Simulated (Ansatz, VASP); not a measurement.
# One calculation of Pb, two programs

```
CELL_PARAMETERS angstrom
3.43156 0.00000 0.00000
-1.71578 2.97182 0.00000
0.00000 0.00000 5.59604
ATOMIC_POSITIONS crystal
Pb 0.33333 0.66667 0.25000
Pb 0.66667 0.33333 0.75000
```

Alike in both runs: task single point; functional PBEsol; k mesh 15 × 15 × 8; occupations gaussian, width 0.1 eV; no spin polarisation.

|  | VASP | Ansatz |
| --- | --- | --- |
| version | VASP 6.6.1 | Ansatz 0.2.0 |
| potentials or method | VASP PAW PBE potentials, release 64 (Pb_d) | scalar-relativistic, plane waves, PAW |
| plane-wave cutoff (eV) | 520 | 420 |
| valence electrons in the cell | 28 | 28 |

```tsv
	VASP	Ansatz	Ansatz less VASP
gap on the k mesh at the Fermi level (eV)	none	none	-
pressure (GPa)	2.5	2.5	+0.04
largest component of the traceless stress (GPa)	0.68	0.68	+0.001
```

A gap of «none» marks a metal or a gap that the smearing closes.

Caveats: the PAW data sets were made with another functional, which shifts forces and pressure a little (VASP). Spin-orbit coupling is left out, which matters for the levels of Pb.
